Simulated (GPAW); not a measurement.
The system is TiO.

```xyz
2
Lattice="2.7083 0.0000 0.0000 0.0000 2.7083 0.0000 0.0000 0.0000 2.7083" Properties=species:S:1:pos:R:3 pbc="T T T"
Ti    0.0000    0.0000    0.0000
O     1.3542    1.3542    1.3542
```

The cell comes from a database or a generator and needn't be the stable form of this composition.

Base run:

* Program: GPAW 26.7.0
* Functional: LDA
* Potentials or basis: the program's PAW data sets (release 1.2.1) made for this functional
* Cutoff: 600 eV
* Basis: pw
* k mesh: 7 × 7 × 7
* Occupations: gaussian, width 0.05 eV
* Spin: collinear spin, ferromagnetic start
* Starting moments: [2.0, 0.0] μB
* Hubbard terms: Ti d U = 9 eV

Its results: band gap on the k mesh 4.64 eV, indirect (least direct gap 5.13 eV); pressure 8.2 GPa; net moment 2.00 μB per cell; site moments Ti +1.70; O -0.00 μB.

Task: After a change of settings the same cell gave: band gap on the k mesh 2.39 eV, indirect (least direct gap 3.16 eV); pressure 3.9 GPa; net moment 2.00 μB per cell; site moments Ti +1.64; O +0.00 μB. Which change was it?
A. hubbard terms from Ti d U = 9 eV to Ti d U = 2 eV; start of the occupation matrix from atoms to spherical
B. hubbard terms from Ti d U = 9 eV to Ti d U = 2 eV
C. hubbard terms from Ti d U = 9 eV to Ti d U = 2 eV; start of the occupation matrix from atoms to random
D. hubbard terms from Ti d U = 9 eV to Ti d U = 6 eV

Result: D.

Caveats: the cutoff is short for stress and forces, so pressures can be off by a GPa or more; an odd mesh through Γ misses points on the zone boundary, where band edges often lie.
